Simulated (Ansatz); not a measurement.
Write the native input for Ansatz 0.2.0 that does the following.

| Quantity | Value |
| --- | --- |
| Task | single point |
| Functional | PBE |
| Potentials or basis | all-electron LAPW, scalar-relativistic |
| Cutoff | 313 eV (chosen from the basis error) |
| Basis error allowed | 0.001 eV/atom |
| k mesh | 11 × 11 × 11 |
| Occupations | gaussian, width 0.029 eV |
| Spin | no spin polarisation |

TiC:

```
CELL_PARAMETERS angstrom
0.00000 2.16572 2.16572
2.16572 0.00000 2.16572
2.16572 2.16572 0.00000
ATOMIC_POSITIONS crystal
Ti 0.00000 0.00000 0.00000
C 0.50000 0.50000 0.50000
```

The cell is a database's computed one.

One way to write it, as run:

input.yaml

```yaml
crystal:
  lattice:
    - [0.0, 2.1657188437, 2.1657188437]
    - [2.1657188437, 0.0, 2.1657188437]
    - [2.1657188437, 2.1657188437, 0.0]
  atoms:
    - { symbol: Ti, position: [0.0, 0.0, 0.0] }
    - { symbol: C, position: [0.5, 0.5, 0.5] }
kpoints:
  mp_grid: { grid: [11, 11, 11] }
scf:
  occupations: { method: gaussian, width: 0.029 }
hamiltonian:
  xc: pbe
  pseudopotentials: { kind: all_electron, lapw: { basis_error: 0.001 } }
output:
  forces: true
  stress: true
  eigenvalues: true
```

Potentials or basis: all-electron LAPW, scalar-relativistic.

Command:

```sh
$ ansatz run input.yaml --threads 1 --pin off --max-ram 3072MiB --backend cpu --events-out ev --progress --plain --runs-dir out
```

Results of the run:

```
Pressure               : 0.2 GPa
Band gap on the k mesh : none (metal or under the smearing width)
```

It took 7.2 s on 1 thread of Arm Neoverse V1 (shared host), peak memory 0.29 GiB.
